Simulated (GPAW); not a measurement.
The system is AlO.

```
CELL_PARAMETERS angstrom
2.76919 0.00000 0.00000
0.00000 2.76919 0.00000
0.00000 0.00000 2.76919
ATOMIC_POSITIONS crystal
Al 0.50000 0.50000 0.50000
O 0.00000 0.00000 0.00000
```

The cell was built by a generator and needn't be a form met in nature.

* Program: GPAW 26.7.0
* Task: relaxation of cell and atoms
* Functional: SCAN
* Potentials or basis: GPAW PAW data sets (gpaw-data 1.2.1)
* Cutoff: 800 eV
* Basis: pw
* k mesh: 8 × 8 × 8
* Occupations: fermi-dirac, width 0.05 eV
* Spin: no spin polarisation

At the start: pressure -4.2 GPa; volume 10.62 Å³/atom.

**Question.** How do energy, volume and symmetry change on relaxing?

**Answer.** Over 4 steps the energy falls by 3.1 meV/atom and the volume is 10.26 Å³/atom (-3.3 %); space group Pm-3m (No. 221, to 0.05 Å).

The path:
| step | energy change (eV) | largest force (eV/Å) | pressure (GPa) | volume (Å³) |
| --- | --- | --- | --- | --- |
| 1 | 0.0000 | 0.0000 | -4.17 | 21.24 |
| 2 | -0.0028 | 0.0000 | -3.39 | 21.11 |
| 3 | -0.0062 | 0.0000 | -0.36 | 20.58 |
| 4 | -0.0062 | 0.0000 | 0.07 | 20.52 |

Final structure:
```
Al O
1.0
     2.73793    0.00000    0.00000
     0.00000    2.73793    0.00000
     0.00000    0.00000    2.73793
Al O
1 1
Direct
  0.50000 0.50000 0.50000
  0.00000 0.00000 0.00000
```

Caveat: later steps reuse the first step's grids; the PAW data sets were made with another functional, which shifts forces and pressure a little; an odd number of electrons without spin polarisation forces a metal; a magnetic or distorted state may lie lower.
